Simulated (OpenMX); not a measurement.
# MoS2 under changes of volume

One of the cells (31.721 Å³/atom); the others are scaled copies at fixed shape and fractional positions:

```
Mo S
1.0
     3.18454    0.00000    0.00000
    -1.59227    2.75789    0.00000
     0.00000    0.00000   21.67053
Mo S
2 4
Direct
  0.33333 0.66667 0.85116
  0.66667 0.33333 0.14884
  0.66667 0.33333 0.77963
  0.33333 0.66667 0.07725
  0.66667 0.33333 0.92275
  0.33333 0.66667 0.22037
```

* Program: OpenMX 3.8.5
* Functional: LDA
* Potentials or basis: OpenMX 2013 LDA set, Mo7.0-s3p2d2, S7.0-s2p2d1f1, fixed grid of 32 × 32 × 256 points
* k mesh: 11 × 11 × 3
* Occupations: fermi-dirac, width 0.05 eV
* Spin: no spin polarisation

```csv
volume (Å³/atom),energy over the lowest point (meV/atom),gap on the mesh (eV),largest force (eV/Å)
29.817,16.07,1.42,1.327
30.452,3.91,1.39,0.911
31.086,0.00,1.36,0.527
31.721,?,?,?
32.355,13.42,1.30,0.238
32.990,29.28,1.28,0.542
33.624,50.42,1.25,0.825
```

Question: What does the run at 31.721 Å³/atom give?

Answer: Energy over the lowest point 3.44 meV/atom; gap on the mesh 1.33 eV; largest force 0.174 eV/Å.

Worked out: A Birch-Murnaghan fit of order 3 (a polynomial in V^(-2/3)) to the other rows has its minimum at 31.10 Å³/atom with B0 = V·E''(V) = 91 GPa and B' = 4.5 at fixed shape and positions, which overstates the stiffness. It gives 3.42 meV/atom at 31.721 Å³/atom, against the run's 3.44. A straight line through the other rows of the gap, of slope -1.41 eV per unit of ln V, gives 1.33 eV, against the run's 1.33.

Energies are extrapolated to zero smearing.

Caveats: the basis of atomic orbitals isn't converged, which shifts pressures, moduli and gaps.

A mesh can miss the band edges. Spin-orbit coupling on Mo is left out.
